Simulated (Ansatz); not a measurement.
# SrCl2 (fluorite (111) film, 2 layers): G0W0 under other settings

A base run on SrCl2 (fluorite (111) film, 2 layers), then changed inputs.

Calculated with Ansatz 0.2.0; G0W0 on LDA, plane waves, PAW.

## Step 1: The structure

The cell holds 6 atoms: 4 Cl and 2 Sr. Cell: a = 4.933 Å, b = 4.933 Å, c = 34.600 Å, α = 90.0°, β = 90.0°, γ = 120.0°. It derives from SrCl2. Vacuum lies along c.

The structure was relaxed with LDA (ions only). The runs that relaxed it are not among those shown. The default PAW set here is soft_2. Its files were made with PBE. The Coulomb interaction is cut off across the vacuum.

## Step 2: The base run: 3×3×1 mesh, 867 empty bands, screening to 65 eV

Now the one-shot GW correction: screening in the RPA, then the self-energy of the levels asked for.

input.yaml reads:

```yaml
crystal:
  lattice:
    - [4.9332718803, 0.0, 0.0]
    - [-2.4666359402, 4.2723387721, 0.0]
    - [0.0, 0.0, 34.6]
  atoms:
    - { symbol: Cl, position: [0.6666666667, 0.3333333333, 0.5283983779] }
    - { symbol: Sr, position: [0.0, 0.0, 0.5542290887] }
    - { symbol: Cl, position: [0.3333333333, 0.6666666667, 0.5823571795] }
    - { symbol: Cl, position: [0.3333333333, 0.6666666667, 0.4176428205] }
    - { symbol: Sr, position: [0.6666666667, 0.3333333333, 0.4457709113] }
    - { symbol: Cl, position: [0.0, 0.0, 0.4716016221] }
  periodic: [true, true, false]
kpoints:
  mp_grid: { grid: [3, 3, 1] }
hamiltonian:
  xc: lda
scf:
  occupations: { method: fixed }
  convergence: { dr2_threshold: 1.0e-10 }
gw:
  n_empty_bands: 867
  ecut_chi: 65.0
  qp_bands: [v2, c2]
  qp_kpoints: band_edges
  screening: { model: contour_deformation }
```

The run is started by

```console
$ ansatz run input.yaml --threads 4 --pin off --max-ram 17510MiB --backend cpu --events-out ev --progress --plain --runs-dir out
```

Numbers of over 12 decimals in the logs are rounded to 6 here.

The program printed:

```text
Engine: ansatz 0.2.0, aarch64-unknown-linux-gnu
Pseudopotentials: kind: paw
Pseudopotential: Cl, paw, valence charge 7, recommended cutoff 420 eV (normal), Cl.paw.azcp
Pseudopotential: Sr, paw, valence charge 10, recommended cutoff 420 eV (normal), Sr.paw.azcp
Functional definition: SPW92
  exchange = slater_x
  correlation = pw_c
Crystal: 6 atoms, lattice volume = 729.251 Å³
Basis set: ecut = 420 eV, 14269 PW (Γ)
Bands: 30, of which v1, the nominal top of the filled ones, is band 24 counted from 1 (23 counted from 0)
Symmetry: 12 space group operations
Space group: P-3m1 (ITA 164), of the structure as read, at distance tolerance 9.0e-5 Å
k-points: 3 of 9
Non-local potential: Cl, projectors of the file, l = 0: 2, l = 1: 2, l = 2: 2
Non-local potential: Sr, projectors of the file, l = 0: 3, l = 1: 2, l = 2: 2
PAW form: soft (Blöchl's): semilocal exchange-correlation on the pseudo side does not see the compensation charge
PAW frozen core: Cl, regenerated for the run's functional, and the local potential with it (the file was generated under x = pbe(κ = 0.804, μ = 0.219515), c = pbe(β = 0.066725))
PAW frozen core: Sr, regenerated for the run's functional, and the local potential with it (the file was generated under x = pbe(κ = 0.804, μ = 0.219515), c = pbe(β = 0.066725))
PAW one-centre angular grid: Cl, 110 points (default); XC on 64 Gauss nodes
PAW one-centre angular grid: Sr, 110 points (default); XC on 64 Gauss nodes
Initial density: superposition of atomic densities (neutral atoms: chi_scale 0, normalization atom), corrected by the library's trained network
Initial wavefunctions: pseudopotential atomic-orbital guess
Functional: x = slater, c = lda
SCF iter   1: F=—  HF=-11079.319544 eV  |F-HF|=—  |Δ(HF+E_count)|=         —  Δρ=2.96e-3  dr2=6.82e-2  ethr=1.77e-3  ⟨swp⟩=8.3  Hψ=545  notcnv=0  defer=14
preconditioner: auto → Resta (q_TF=auto, 1.734 Å⁻¹)  ε∞=1.4  [insulator: Δε(μ)=4.949 eV  Ē_g=13.622 eV  n_scr=84 (ndim 8)  ℏωp=9.1 eV  f_vac=0.747  ε∞_Penn≈1.4  vacuum switching on, ρ_ref=1.3e-2 e/Å³]
SCF iter   2: F=—  HF=-11079.299929 eV  |F-HF|=—  |Δ(HF+E_count)|=   1.96e-2  Δρ=1.32e-3  dr2=5.98e-3  ethr=1.42e-4  ⟨swp⟩=4.3  Hψ=228  notcnv=0  defer=12
SCF iter   3: F=—  HF=-11079.299101 eV  |F-HF|=—  |Δ(HF+E_count)|=   8.28e-4  Δρ=4.32e-4  dr2=8.43e-4  ethr=1.25e-5  ⟨swp⟩=4.7  Hψ=167  notcnv=0  defer=11
SCF iter   4: F=—  HF=-11079.299033 eV  |F-HF|=—  |Δ(HF+E_count)|=   6.77e-5  Δρ=4.11e-5  dr2=1.38e-5  ethr=1.76e-6  ⟨swp⟩=2.3  Hψ=138  notcnv=0  defer=11
SCF iter   5: F=—  HF=-11079.299033 eV  |F-HF|=—  |Δ(HF+E_count)|=   1.88e-7  Δρ=1.55e-5  dr2=2.45e-6  ethr=2.87e-8  ⟨swp⟩=3.0  Hψ=213  notcnv=0  defer=11
[...]
SCF 1 converged in 10 iterations: F = -11079.299033 eV  dr2 = 8.22e-12
[...]
NSCF: frozen V_eff on 3 k-points
G₀W₀ screening: q 1/3
[... further progress lines ...]
NSCF: frozen V_eff on 1 k-points
SCF converged after 10 iterations
Free energy (F): -11079.299033 eV
Harris-Foulkes:  -11079.299033 eV  (|F-HF|=6.18e-11)
Internal energy: -11079.299033 eV  (E = F + TS)
E sigma→0 (E₀):  -11079.299033 eV
Fermi energy:    -7.228875 eV
--- Per-component energies (eV) ---
  E_band       = -779.481000
  E_kinetic    = 1134.273998
  E_local      = -64095.140308  (includes V_loc(G=0)·N_el)
  E_nonlocal   = 532.610968
  E_hartree    = 31269.118320
  E_xc         = -766.993560
  E_vxc        = -809.693762  (∫ρ·V_xc dr)
  E_paw        = -7695.272426  (= ΣΔE_a)
  E_vpaw       = -79.768625  (= ΣTr[D̂ρ^β])
  E_aug_tail   = 0.000394  (compensation charges beyond the density's cutoff)
  E_ewald      = 28540.753344
  E_core_change = 1.350238  (= ΣΔE_core)
  E_smearing   = -0.000000  (= −TS)
  E_closure    = -0.000000  (closes the sum)
  Σ components = -11079.299033   (vs F -11079.299033, Δ=0.00e0)
--- Band table (eV) ---
  k-point 0: bands = [... 20 lower, -7.7100, -7.6001, -7.4436, -7.4436, -2.1760, -1.4726 (-1.4726°), -1.1138, -1.1138, ... 2 higher]
  k-point 1: bands = [... 20 lower, -7.5593, -7.5415, -7.4542, -7.2388, -1.4420, -1.0483 (-1.0483°), -0.8409 (-0.8409°), -0.7667 (-0.7667°), ... 2 higher]
  k-point 2: bands = [... 20 lower, -7.5024, -7.4613, -7.4613, -7.2289, -1.2465, -0.8567, -0.8567, -0.3931, ... 2 higher]
  ° read free of the cell's end (the report's vacuum.weakly_bound_levels)
--- G₀W₀: contour deformation, 5 samples at zero and on the imaginary axis and 1 off it, 9 q-points, 867 empty bands' worth ---
  eigenvalues of the whole cell's RPA ε∞ on this k-mesh (on a slab, of 1 + 4πα/V) = 1.1497, 1.4496, 1.4496; static W/v taken at q = 0 is 0.759711
  gw.qp_kpoints: band_edges: 3 of 3 stored k-points solved, in 1 pass; an edge of the gap read off the rows below is read off those points alone
    ik  band        ε_KS         Σx   Σc(E_QP)       V_xc       Z   E_QP_lin       E_QP  E_QP is
     0    23     -7.4436   -20.8647     2.5138   -16.7599  0.8033    -9.0661    -9.0346  root
     0    24     -7.4436   -20.8647     2.5138   -16.7599  0.8033    -9.0661    -9.0346  root
     0    25     -2.1760    -3.8610    -2.6344    -7.7634  0.8756    -0.8947    -0.9081  root
     0    26     -1.4726    -3.2935    -2.1462    -6.6001  0.8843    -0.3007    -0.3122  root
     1    23     -7.4542   -20.5520     2.5361   -16.3878  0.8014    -9.1174    -9.0823  root
     1    24     -7.2388   -20.6700     2.5283   -16.5289  0.8020    -8.8851    -8.8515  root
     1    25     -1.4420    -5.1886    -3.2233   -10.1400  0.8537     0.3160     0.2860  root
     1    26     -1.0483    -4.1372    -2.7165    -8.3606  0.8678     0.4810     0.4585  root
     2    23     -7.4613   -20.6235     2.4767   -16.5746  0.8039    -9.0638    -9.0334  root
     2    24     -7.2289   -20.7042     2.5187   -16.5910  0.8017    -8.8561    -8.8234  root
     2    25     -1.2465    -5.6385    -3.3058   -10.6768  0.8483     0.5167     0.4860  root
     2    26     -0.8567    -5.0678    -3.2302   -10.0774  0.8536     0.9575     0.9227  root
```

Run time: 4 min. Hardware: 4 threads of Arm Neoverse V1, shared host; peak memory 6.6 GiB.

Reading the cycles: dr2 is the Hartree energy of the density residual (eV), the measure of convergence; HF is the Harris–Foulkes estimate of the energy, which meets the free energy F at convergence.

This step gave:

- bands summed: 891
- plane waves in the screening matrix: 879
- q-points in the mesh: 9
- G0W0 gap on the mesh: 7.915 eV
- k of the valence top: 0.3333, 0.3333, 0
- k of the conduction bottom: 0, 0, 0
- starting gap on the mesh: 5.053 eV
- Z at the valence top: 0.8017
- Z at the conduction bottom: 0.8756
- least direct G0W0 gap on the computed points: 8.127 eV

The gap on the mesh goes from 5.05 eV to 7.92 eV, a correction of +2.86 eV. Between the two edge states, bare exchange in place of the xc potential would open the gap by 8.02 eV, and correlation takes back 5.15 eV.

## Step 3: Variant: guard bands

Changes to input.yaml since step 2:

```diff
@@ -19,6 +19,5 @@
   occupations: { method: fixed }
-  convergence: { dr2_threshold: 1.0e-10 }
 gw:
-  n_empty_bands: 867
-  ecut_chi: 65.0
+  n_empty_bands: 1184
+  ecut_chi: 80
   qp_bands: [v2, c2]
@@ -26 +25,2 @@
   screening: { model: contour_deformation }
+  n_guard_bands: 2
```

The program printed:

```text
[...]
Crystal: 6 atoms, lattice volume = 729.251 Å³
Basis set: ecut = 420 eV, 14269 PW (Γ)
Bands: 30, of which v1, the nominal top of the filled ones, is band 24 counted from 1 (23 counted from 0)
Symmetry: 12 space group operations
[...]
k-points: 3 of 9
[...]
SCF iter   1: F=—  HF=-11079.319544 eV  |F-HF|=—  |Δ(HF+E_count)|=         —  Δρ=2.96e-3  dr2=6.82e-2  ethr=1.77e-3  ⟨swp⟩=8.3  Hψ=545  notcnv=0  defer=14
[...]
SCF iter   7: F=-11079.299033 eV  HF=-11079.299033 eV  |F-HF|=1.60e-8  |Δ(HF+E_count)|=   7.55e-8  Δρ=1.45e-6  dr2=2.07e-8  ethr=2.08e-10  ⟨swp⟩=31.0  Hψ=882  notcnv=0
SCF 1 converged in 7 iterations: F = -11079.299033 eV  dr2 = 2.07e-8
[...]
NSCF: frozen V_eff on 3 k-points
G₀W₀ screening: q 1/3
[... further progress lines ...]
[...]
SCF converged after 7 iterations
Free energy (F): -11079.299033 eV
[...]
Internal energy: -11079.299033 eV  (E = F + TS)
E sigma→0 (E₀):  -11079.299033 eV
Fermi energy:    -7.228926 eV
[...]
--- Band table (eV) ---
  k-point 0: bands = [... 20 lower, -7.7101, -7.6002, -7.4437, -7.4437, -2.1761, -1.4726 (-1.4726°), -1.1138, -1.1138, ... 2 higher]
  k-point 1: bands = [... 20 lower, -7.5594, -7.5416, -7.4543, -7.2388, -1.4420, -1.0483 (-1.0483°), -0.8409 (-0.8409°), -0.7667 (-0.7667°), ... 2 higher]
  k-point 2: bands = [... 20 lower, -7.5025, -7.4614, -7.4614, -7.2289, -1.2465, -0.8567, -0.8567, -0.3931, ... 2 higher]
  ° read free of the cell's end (the report's vacuum.weakly_bound_levels)
[...]
0    23     -7.4437   -20.8648     2.4293   -16.7600  0.8009    -9.1545    -9.1192  root
     0    24     -7.4437   -20.8648     2.4293   -16.7600  0.8009    -9.1545    -9.1192  root
     0    25     -2.1761    -3.8610    -2.6450    -7.7634  0.8753    -0.9056    -0.9187  root
     0    26     -1.4726    -3.2935    -2.1632    -6.6001  0.8840    -0.3181    -0.3293  root
     1    23     -7.4543   -20.5522     2.4531   -16.3880  0.7990    -9.2046    -9.1654  root
     1    24     -7.2388   -20.6701     2.4428   -16.5290  0.7996    -8.9747    -8.9370  root
     1    25     -1.4420    -5.1886    -3.2631   -10.1400  0.8534     0.2746     0.2462  root
     1    26     -1.0483    -4.1372    -2.7489    -8.3606  0.8675     0.4475     0.4261  root
     2    23     -7.4614   -20.6236     2.3919   -16.5747  0.8015    -9.1524    -9.1184  root
     2    24     -7.2289   -20.7043     2.4326   -16.5911  0.7993    -8.9464    -8.9096  root
     2    25     -1.2465    -5.6385    -3.3516   -10.6768  0.8479     0.4691     0.4402  root
     2    26     -0.8567    -5.0678    -3.2724   -10.0774  0.8533     0.9133     0.8804  root
```

Elapsed: 7.7 min, on 4 threads; peak memory 10 GiB.

The G0W0 gap on the mesh is 7.991 eV.

Against the base:

```tsv
setting	base	variant
empty bands	867	1184
screening cutoff (eV)	65.0	80
n guard bands	-	2
```

```tsv
quantity	variant	base
starting gap on the mesh	5.053	5.053
G0W0 gap on the mesh	7.991	7.915
least direct G0W0 gap on the computed points	8.201	8.127
Z at the valence top	0.799	0.802
Z at the conduction bottom	0.875	0.876
```

## Step 4: Results

| Item | Value |
| --- | --- |
| base | 7.92 eV, 4 min |
| guard bands | 7.99 eV, 7.7 min |

What this shows: Guard bands: the gap moves by +0.08 eV. The variant differs from the base in empty bands, screening cutoff and n guard bands together, so the change can't be laid to one of them. All runs here use a coarse mesh and modest cutoffs; they test settings and are not final values. In a film the band edges may be surface states, so its gap need not approach the bulk's. At these cutoffs the gaps of films stand short of the band limit, often by tenths of an eV, while the trend with thickness is less touched. The mesh in the plane is coarse for a sheet; gap and any exciton binding can still move on denser ones. The many-body steps are scalar-relativistic: spin-orbit coupling is not in them.

[Paths, hosts, dates, memory and timing lines, banners, echoed tables and standing remarks are left out of the program output.]

[Logs are printed without paths, hosts, clocks, repeated set-up lines and the standing remarks that a program may print on its own settings, such as how far it seeks lower states.]

[Runs of the session that timed out or met a known fault of the program may be left out.]

[Cells called generated may have been cut or substituted from an entry of the Crystallography Open Database or the Materials Project.]

[Hosts, paths, dates, database ids (printed as entryN), source tags and the programs' standing remarks are cut or masked in the printed files.]
